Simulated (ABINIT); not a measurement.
Write the native input for ABINIT 10.8.3 (patched build) that does the following.

```
Task                                            : band structure
Functional                                      : WC
Potentials or basis                             : JTH PAW PBE v2.0
Cutoff                                          : 463 eV
k mesh                                          : 8 × 8 × 8
Occupations                                     : fermi-dirac, width 0.05 eV
Spin                                            : no spin polarisation
Fine-grid cutoff                                : 925.187 eV
Exchange and correlation inside the PAW spheres : full angular mesh (pawxcdev 0, this build's default; the released program takes 1)
```

The system is InAs.

```
In As
1.0
     0.00000    3.01800    3.01800
     3.01800    0.00000    3.01800
     3.01800    3.01800    0.00000
In As
1 1
Cartesian
  0.0000 0.0000 0.0000
  4.5270 4.5270 4.5270
```

One way to write it, as run:

run.abi

```
# Datasets: ground state, then fixed potential
ndtset 2

# Pseudopotentials
pp_dirpath "./"
pseudos "In.GGA_PBE-JTH.xml, As.GGA_PBE-JTH.xml"

# Structure
acell 3*1.0 Angstrom
rprim
     0.0000000000     3.0180000000     3.0180000000
     3.0180000000     0.0000000000     3.0180000000
     3.0180000000     3.0180000000     0.0000000000
ntypat 2
znucl 49 33
natom 2
typat 1 2
xred
     0.0000000000     0.0000000000     0.0000000000
     0.7500000000     0.7500000000     0.7500000000

# Plane-wave basis
ecut 462.593566 eV
pawecutdg 34.0

# Exchange and correlation
ixc 23

# Bands and occupations
occopt 3
tsmear 0.05 eV

# SCF cycle
nstep 100

# Output
iomode 3
prtwf 0
prteig 0
prtebands 0
enunit 1
prtden1 1

# Dataset 1
kptopt1 1
ngkpt1 8 8 8
nshiftk1 1
shiftk1 0.0 0.0 0.0
nband1 18
tolvrs1 1.0e-9

# Dataset 2: bands along G-X-W-K-G-L-U-W-L-K
iscf2 -2
getden2 1
nband2 22
nbdbuf2 2
tolwfr2 1.0e-12
kptopt2 -9
ndivsm2 5
prteig2 1
kptbounds2
     0.0000000000     0.0000000000     0.0000000000
     0.5000000000     0.0000000000     0.5000000000
     0.5000000000     0.2500000000     0.7500000000
     0.3750000000     0.3750000000     0.7500000000
     0.0000000000     0.0000000000     0.0000000000
     0.5000000000     0.5000000000     0.5000000000
     0.6250000000     0.2500000000     0.6250000000
     0.5000000000     0.2500000000     0.7500000000
     0.5000000000     0.5000000000     0.5000000000
     0.3750000000     0.3750000000     0.7500000000
```

Potentials or basis: JTH PAW PBE v2.0.

The run is started by

```console
$ abinit run.abi > log 2>&1
```

Results of the run:

```json
{
 "Band gap on the k mesh": "none (metal or under the smearing width)",
 "Valence electrons inside the program's atomic spheres": "In 11.23; As 12.70"
}
```

Caveat: spin-orbit coupling is left out, which moves the levels of the heavy elements; this crystal is a semiconductor, whose small gap the functional closes, so the metal is an error of the method.

It took 75 s on 1 thread of Arm Neoverse V1, with other jobs on the host, peak memory 0.13 GiB.
